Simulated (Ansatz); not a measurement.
MnO2: relaxation of cell and atoms with LDA

The system is MnO2.

```
Mn O
1.0
     2.85496    0.00000    0.00000
    -1.42748    2.47246    0.00000
     0.00000    0.00000   10.22174
Mn O
2 4
Direct
  0.00000 0.00000 0.50000
  0.00000 0.00000 0.00000
  0.66667 0.33333 0.40686
  0.66667 0.33333 0.09314
  0.33333 0.66667 0.59314
  0.33333 0.66667 0.90686
```

Measurements of this composition are mostly on another form, of space group No. 136.

| Quantity | Value |
| --- | --- |
| Program | Ansatz 0.2.0 |
| Task | relaxation of cell and atoms |
| Functional | LDA |
| Potentials or basis | Ansatz PAW |
| Cutoff | 420 eV (not typed: the program's choice for these potentials) |
| k mesh | 11 × 11 × 3 |
| Occupations | fermi-dirac, width 0.05 eV |
| Spin | collinear spin, ferromagnetic start |
| Starting moments | [4.0, 4.0, 0.0, 0.0, 0.0, 0.0] μB |

```yaml
Relaxed_volume: 11.04 Å³/atom
Relaxed_cell: a = 2.811 Å, b = 2.811 Å, c = 9.680 Å, α = 90.00°, β = 90.00°, γ = 120.00°
Space_group_after_relaxing_to_0.05_Å: P6_3/mmc (No. 194)
Energy_gained_by_relaxing: 15.1 meV/atom
Ionic_steps: 12
Pressure_after_relaxing: 0.0 GPa
Band_gap_on_the_k_mesh: 0.30 eV, indirect (least direct gap 0.32 eV)
Net_moment: 6.00 μB per cell
Absolute_moment: 6.03 μB per cell
Site_moments: Mn +2.42; O +0.08 μB
```

The path:
| step | energy change (eV) | largest force (eV/Å) | volume (Å³) |
| --- | --- | --- | --- |
| 1 | 0.0000 | 0.6125 | 72.15 |
| 2 | -0.0803 | 0.3275 | 69.60 |
| 3 | -0.1080 | 0.0015 | 67.77 |
| 4 | -0.1060 | 0.0050 | 68.12 |
| 5 | -0.0874 | 0.0060 | 68.12 |
| 6 | -0.0978 | 0.0053 | 66.78 |
| 7 | -0.0976 | 0.0008 | 66.82 |
| 8 | -0.0904 | 0.0010 | 66.82 |
| 9 | -0.0931 | 0.0012 | 66.45 |
| 10 | -0.0905 | 0.0010 | 66.45 |
| 11 | -0.0919 | 0.0009 | 66.25 |
| 12 | -0.0908 | 0.0009 | 66.25 |

Final structure:
```xyz
6
Lattice="2.8112 0.0000 0.0000 -1.4056 2.4346 0.0000 0.0000 0.0000 9.6803" Properties=species:S:1:pos:R:3 pbc="T T T"
Mn    0.0000    0.0000    4.8402
Mn    0.0000    0.0000    0.0000
O     1.4056    0.8115    3.8995
O     1.4056    0.8115    0.9406
O     0.0000    1.6231    5.7808
O     0.0000    1.6231    8.7397
```

Levels at points of the mesh, in eV from the valence-band top:
Spin up:
```csv
k point,band 26,band 27,band 28,band 29,band 30,band 31,band 32,band 33,band 34,band 35
"(0.00, 0.00, 0.00)",-1.80,-1.80,-1.77,-0.38,-0.02,2.79,2.79,2.83,2.83,6.64
```
Spin down:
```tsv
k point	band 20	band 21	band 22	band 23	band 24	band 25	band 26	band 27	band 28	band 29
(0.00, 0.00, 0.00)	-1.67	-1.67	-1.63	-1.63	-1.54	0.30	0.30	0.30	0.30	2.03
```

Run time: 32 s on 2 threads of Intel(R) Xeon(R) 6975P-C (Granite Rapids), on a shared host, peak memory 0.47 GiB.

Caveat: odd divisions of the mesh miss points on the zone boundary, where band edges often lie, so the gap on the mesh can be too wide; the plane-wave basis is chosen anew once the cell has moved, so the energies of steps on either side of that aren't comparable; the pressure holds a Pulay correction of +1.0 GPa for the finite cutoff; only a ferromagnetic start was run, and an antiferromagnetic order may lie lower in energy; the PAW data sets come from PBE, with cores solved anew for the run's functional, which leaves a small shift of forces and pressure. A k mesh can miss the band edges.
